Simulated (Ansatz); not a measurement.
Crystal: Pd.

```
Pd
1.0
     2.78367    0.00000    0.00000
    -1.39183    2.41072    0.00000
     0.00000    0.00000    4.62889
Pd
2
Direct
  0.33333 0.66667 0.25000
  0.66667 0.33333 0.75000
```

This isn't the form of Pd at room conditions, which is fcc.

```yaml
Program: Ansatz 0.2.0
Task: relaxation of cell and atoms
Functional: RPBE
Dispersion: D3(BJ)
Potentials_or_basis: Ansatz PAW
Cutoff: "420 eV (not typed: the program's choice for these potentials)"
k_mesh: 11 × 11 × 6
Occupations: fermi-dirac, width 0.05 eV
Spin: no spin polarisation
```

At the start: volume 15.53 Å³/atom.

Problem. How do energy, volume and symmetry change on relaxing?

Solution. It ends after 8 steps and the volume is 12.99 Å³/atom (-16.4 %); space group P6_3/mmc (No. 194, to 0.05 Å).

Step by step:
```csv
step,energy change (eV),largest force (eV/Å),volume (Å³)
1,0.0000,0.0000,31.06
2,-0.6548,0.0000,26.86
3,-0.6770,0.0000,25.57
4,-0.6830,0.0000,25.98
5,-0.6830,0.0000,25.97
6,-0.6780,0.0000,25.97
7,-0.6780,0.0000,25.98
8,-0.6780,0.0000,25.98
```

Final structure:
```
CELL_PARAMETERS angstrom
2.62638 0.00000 0.00000
-1.31319 2.27451 0.00000
0.00000 0.00000 4.34947
ATOMIC_POSITIONS crystal
Pd 0.33333 0.66667 0.25000
Pd 0.66667 0.33333 0.75000
```

Caveat: the volume moved by over 15 % at a fixed basis, so the end points are rough; the plane-wave basis is chosen anew once the cell has moved, so the energies of steps on either side of that aren't comparable; pairwise dispersion overbinds metals, which lowers pressure and volume; the PAW data sets come from PBE, with cores solved anew for the run's functional, which leaves a small shift of forces and pressure.
